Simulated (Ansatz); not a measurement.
`N#CCC#N` + BH₃ → `BC#N` + `CC#N`  (formal exchange of groups at a C–C bond)

Computed with Ansatz on PBE0-D4/def2-TZVP structures; ΔE is electronic, products minus reactants. CCSD(T)/CBS is the MP2 limit (def2-TZVPP, def2-QZVPP) plus CCSD(T) − MP2 in def2-TZVPP, frozen cores. This one scheme is used for every species. Functionals use def2-TZVPP. B3LYP here is the variant with VWN-RPA as its local correlation; programs differ in this.

```tsv
level	ΔE (kJ/mol)
B97M-V	-112.4
B3LYP-D4	-107.1
BHLYP-D4	-105.5
revPBE	-109.4
PBE0	-106.7
HF/def2-SVP	-100.7
SCS-MP2/def2-TZVPP	-98.0
CCSD/def2-TZVPP	-100.9
```

Question: What does CCSD(T)/CBS give? (Estimate.)

Answer: Computed: -103.3 kJ/mol. The listed levels differ from it by -9.1, -3.8, -2.2, -6.1, -3.4, 2.6, 5.3, 2.4 kJ/mol.

Largest T1 diagnostic among the species: 0.014.

From BLYP to BHLYP (50 % exact exchange), in def2-TZVPP and without D4, ΔE moves by +4.6 kJ/mol. Leaving LDA and LC-ωPBE aside and taking each functional with its dispersion term where it has one, the values, not all of them listed here, spread over 10.9 kJ/mol, from B97M-V to ωB97X-V. At CCSD(T), def2-SVP lies +7.0 kJ/mol from the extrapolated value and def2-TZVPP +2.1 kJ/mol.

CCSD(T)/CBS has its own doubt, a few kJ/mol and more with outer-core shells, so smaller differences from it don't rank the levels.
